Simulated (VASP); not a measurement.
The system is Sb.

```
Sb
1.0
     3.36900    0.00000    0.00000
    -1.68450    2.91764    0.00000
     0.00000    0.00000    5.33000
Sb
2
Direct
  0.33333 0.66667 0.25000
  0.66667 0.33333 0.75000
```

This isn't the form of Sb at room conditions, which is rhombohedral.

```yaml
Program: VASP 6.6.1
Task: relaxation of cell and atoms
Functional: PBEsol
Potentials_or_basis: VASP PAW PBE potentials, release 64 (Sb)
Cutoff: 600 eV
k_mesh: 15 × 15 × 8
Occupations: gaussian, width 0.1 eV
Spin: no spin polarisation
```

At the start: pressure -0.1 GPa; volume 26.20 Å³/atom.

**Question.** Where does the relaxation end?

**Answer.** Over 7 steps the energy falls by 6.5 meV/atom and the volume is 26.15 Å³/atom (-0.2 %); space group P6_3/mmc (No. 194, to 0.05 Å).

Step by step:
| step | energy change (eV) | largest force (eV/Å) | pressure (GPa) | volume (Å³) |
| --- | --- | --- | --- | --- |
| 1 | 0.0000 | 0.0000 | -0.06 | 52.39 |
| 2 | -0.0087 | 0.0000 | -0.05 | 52.31 |
| 3 | -0.0128 | 0.0000 | 0.09 | 52.21 |
| 4 | -0.0129 | 0.0000 | 0.13 | 52.19 |
| 5 | -0.0129 | 0.0000 | 0.15 | 52.19 |
| 6 | -0.0129 | 0.0000 | -0.15 | 52.41 |
| 7 | -0.0130 | 0.0000 | 0.00 | 52.29 |

Final structure:
```yaml
crystal:
  lattice:
    - [3.31599, 0.00000, 0.00000]
    - [-1.65800, 2.87173, 0.00000]
    - [0.00000, 0.00000, 5.49133]
  atoms:
    - { symbol: Sb, position: [0.33333, 0.66667, 0.25000] }
    - { symbol: Sb, position: [0.66667, 0.33333, 0.75000] }
```

Caveat: the PAW data sets were made with another functional, which shifts forces and pressure a little.
